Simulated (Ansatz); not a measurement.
# Au under changes of volume

One of the cells (16.855 Å³/atom); the others are scaled copies at fixed shape and fractional positions:

```
Au
1.0
     0.00000    2.03500    2.03500
     2.03500    0.00000    2.03500
     2.03500    2.03500    0.00000
Au
1
Direct
  0.00000 0.00000 0.00000
```

```yaml
Program: Ansatz 0.2.0
Functional: SVWN5
Potentials_or_basis: Ansatz PAW
Cutoff: "420 eV (not typed: the program's choice for these potentials)"
k_mesh: 11 × 11 × 11
Occupations: fermi-dirac, width 0.05 eV
Spin: no spin polarisation
```

```tsv
volume (Å³/atom)	energy over the lowest point (meV/atom)	pressure (GPa)
15.843	21.41	9.9
16.181	5.83	4.9
16.518	0.00	0.6
16.855	2.72	-3.2
17.192	?	?
17.529	29.60	-9.4
17.866	51.96	-11.9
```

**Question.** What does the run at 17.192 Å³/atom give?

**Answer.** Energy over the lowest point 12.90 meV/atom; pressure -6.5 GPa.

Worked out: A Birch-Murnaghan fit of order 3 (a polynomial in V^(-2/3)) to the other rows has its minimum at 16.57 Å³/atom with B0 = V·E''(V) = 195 GPa and B' = 5.6. It gives 12.90 meV/atom at 17.192 Å³/atom, against the run's 12.90, and -dE/dV = -6.5 GPa, against -6.5.

Energies are extrapolated to zero smearing.

Caveats: the PAW data sets come from PBE, with cores solved anew for the run's functional, which leaves a small shift of forces and pressure.
